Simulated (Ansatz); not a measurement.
Relaxed-ion elastic tensor of BaSnO₃ (cubic perovskite, space group No. 221) in GPa (Voigt order), PBE (plane waves, PAW; program Ansatz); density 6.93 g/cm³, 14.56 Å³ per atom.

```csv
,1,2,3,4,5,6
1,250,76.2,76.2,0.0,0.0,0.0
2,76.2,250,76.2,0.0,0.0,0.0
3,76.2,76.2,250,0.0,0.0,0.0
4,0.0,0.0,0.0,89.6,0.0,0.0
5,0.0,0.0,0.0,0.0,89.6,0.0
6,0.0,0.0,0.0,0.0,0.0,89.6
```

### Question
Is the crystal mechanically stable?

### Answer
Yes: the smallest eigenvalue of C is 89.6 GPa.

### Question
Work out the Voigt, Reuss and Hill averages.

### Answer
K_V = 134, K_R = 134, K_H = 134; G_V = 88.6, G_R = 88.6, G_H = 88.6 GPa.

### Question
Give Young's modulus, Poisson's ratio, Pugh's ratio and the universal anisotropy index.

### Answer
E = 9KG/(3K + G) = 218 GPa; ν = 0.23; K/G = 1.51 (brittle by the Pugh limit of 1.75); A_U = 5G_V/G_R + K_V/K_R − 6 = 0.00.

### Question
Estimate the sound speeds and the Debye temperature.

### Answer
v_l = √((K + 4G/3)/ρ) = 6030 m/s, v_t = √(G/ρ) = 3570 m/s, mean 3960 m/s; Θ = (h/k)(3n/4πV)^(1/3) v_m = 483 K.

### Question
Give the Zener ratio and Young's modulus along [100], [110] and [111].

### Answer
A = 2C44/(C11 − C12) = 1.03; 1/E = S11 − 2(S11 − S12 − S44/2)Γ with Γ = 0, 1/4, 1/3 gives 215, 219, 220 GPa.

Space group Pm-3m (cubic perovskite). The PBE relaxation kept the symmetry of its start. At this level the phase is dynamically unstable (imaginary phonons). Scalar-relativistic: spin–orbit coupling is off unless named, which matters more the heavier the elements.

Potentials: the later of the program's two PAW sets.
